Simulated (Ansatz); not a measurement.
**Equation of state of CuI**

Space group Cmcm (No. 63). a = 7.466 Å, b = 7.422 Å, c = 4.307 Å, α = 90.00°, β = 90.00°, γ = 90.00°
```tsv
atom	site	symmetry	x	y	z
Cu	4c	m2m	0.5000	0.0796	0.7500
I	4c	m2m	0.5000	0.7300	0.7500
```

The runs use the primitive cell with vectors (3.733, -3.711, 0.000), (3.733, 3.711, 0.000), (0.000, 0.000, 4.307) Å, to which the k mesh refers.

Symmetry: Cmcm, No. 63, orthorhombic system. The conventional cell has a = 7.466 Å, b = 7.422 Å, c = 4.307 Å, α = 90.00°, β = 90.00°, γ = 90.00°. Cu (site symmetry m2m) has 2 Cu at 2.46 Å and 3 I at 2.58 to 2.59 Å as nearest neighbours. I (site symmetry m2m) is surrounded by 3 Cu at 2.58 to 2.59 Å.

Structure from Materials Project entry mp-1007922 (possibly hypothetical), not relaxed further.

No spin–orbit coupling, which matters for the heavy atoms here.

All numbers are computed: DFT, PBE, all-electron LAPW, scalar-relativistic (Ansatz 0.2.0); DFT, PBE, PAW with Ansatz's default frozen-core files, scalar-relativistic (Ansatz 0.2.0).

For LAPW: a Γ-centred 5×5×6 k mesh, Fermi–Dirac smearing of 0.02 eV, basis error target 0.5 meV/atom, no spin polarisation. PAW takes a cutoff of 420 eV at this cell. The Ansatz runs share mesh, smearing and spin set-up. Plane-wave (PAW) pressures include the program's estimate of the Pulay term.

The cell above is scaled evenly, with fractional coordinates and shape held.

| V/V(cell) | V (Å³/atom) | P, LAPW (GPa) | P, PAW (GPa) | gap on the k mesh, LAPW (eV) |
| --- | --- | --- | --- | --- |
| 0.9400 | 28.045 | 4.36 | 4.35 | 1.09 |
| 0.9600 | 28.641 | 3.23 | 3.23 | 1.06 |
| 0.9800 | 29.238 | 2.24 | 2.23 | 1.04 |
| 0.9900 | 29.536 | 1.78 | 1.77 | 1.03 |
| 1.0000 | 29.835 | 1.35 | 1.34 | 1.02 |
| 1.0100 | 30.133 | 0.94 | 0.93 | 1.01 |
| 1.0200 | 30.432 | 0.56 | 0.55 | 1.00 |
| 1.0400 | 31.028 | -0.15 | -0.15 | 0.98 |
| 1.0600 | 31.625 | -0.77 | -0.77 | 0.96 |

Task: What do Birch–Murnaghan fits to the pressures give?

Result: LAPW: V0 = 30.90 Å³/atom, B0 = 35 GPa, B0′ = 5.1; PAW: V0 = 30.89 Å³/atom, B0 = 35 GPa, B0′ = 5.1.

PAW's V0 lies -0.02 % from the all-electron value and its B0 0.0 %. With shape and internal coordinates held, B0 is an upper bound to the relaxed modulus.
